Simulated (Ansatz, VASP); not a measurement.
**Two plane-wave programs on HfO2**

The input INCAR:

```
SYSTEM = HfO2
PREC = Accurate
ENCUT = 520
EDIFF = 1E-6
ISMEAR = 0
SIGMA = 0.05
LREAL = .FALSE.
LASPH = .TRUE.
NELM = 100
ALGO = Normal
ISIF = 2
LWAVE = .FALSE.
LCHARG = .FALSE.
GGA = PS
NBANDS = 18
```

Contents of KPOINTS:

```
regular mesh
0
G
  8 8 8
  0 0 0
```

File POSCAR:

```
HfO2
1.0
    0.0000000000      2.4211846998      2.5220673956
    2.4211846998      0.0000000000      2.5220673956
    2.4211846998      2.4211846998      0.0000000000
Hf O
1 2
Direct
    0.0000000000      0.0000000000      0.0000000000
    0.2500000000      0.2500000000      0.2500000000
    0.7500000000      0.7500000000      0.7500000000
```

Input for Ansatz:

```yaml
crystal:
  lattice:
    - [0.0, 2.4211846998, 2.5220673956]
    - [2.4211846998, 0.0, 2.5220673956]
    - [2.4211846998, 2.4211846998, 0.0]
  atoms:
    - { symbol: Hf, position: [0.0, 0.0, 0.0] }
    - { symbol: O, position: [0.25, 0.25, 0.25] }
    - { symbol: O, position: [0.75, 0.75, 0.75] }
basis:
  ecutwfc: 520.0
kpoints:
  mp_grid: { grid: [8, 8, 8] }
hamiltonian:
  xc: pbesol
  pseudopotentials: { kind: paw, azcp: { folder: soft_1 } }
scf:
  occupations: { method: gaussian, width: 0.05 }
output:
  forces: true
  stress: true
  eigenvalues: true
```

Change from the starting cell: normal strain along x -0.0400, normal strain along y -0.0400.

Alike in both runs: task single point; functional PBEsol; k mesh 8 × 8 × 8; occupations gaussian, width 0.05 eV; no spin polarisation.

|  | VASP | Ansatz |
| --- | --- | --- |
| version | VASP 6.6.1 | Ansatz 0.2.0 |
| potentials or method | VASP PAW PBE potentials, release 64 (Hf_pv, O) | scalar-relativistic, plane waves, PAW |
| plane-wave cutoff (eV) | 520 | 520 |
| valence electrons in the cell | 22 | 38 |

Ansatz gave:

```
gap on the k mesh at the Fermi level (eV)       : 3.43
least direct gap on the mesh (eV)               : 3.62
pressure (GPa)                                  : 25.8
largest component of the traceless stress (GPa) : 14.15
```

What did VASP give for the same quantities?

gap on the k mesh at the Fermi level (eV): 3.46; least direct gap on the mesh (eV): 3.66; pressure (GPa): 21.3; largest component of the traceless stress (GPa): 14.45.

With one functional, cell and mesh, what is left measures potentials, basis and numerics. The two sets of potentials don't hold the same shells in valence. Ansatz warned: «pseudo_functional_mismatch».

Caveats: so large a pressure means that the cell lies far from this level's equilibrium, or that cutoff or potentials fall short (VASP); the potentials were made for another functional, which shifts forces and pressure (VASP); spin-orbit coupling is left out, which moves the levels of the heavy elements. A k mesh can miss the band edges.
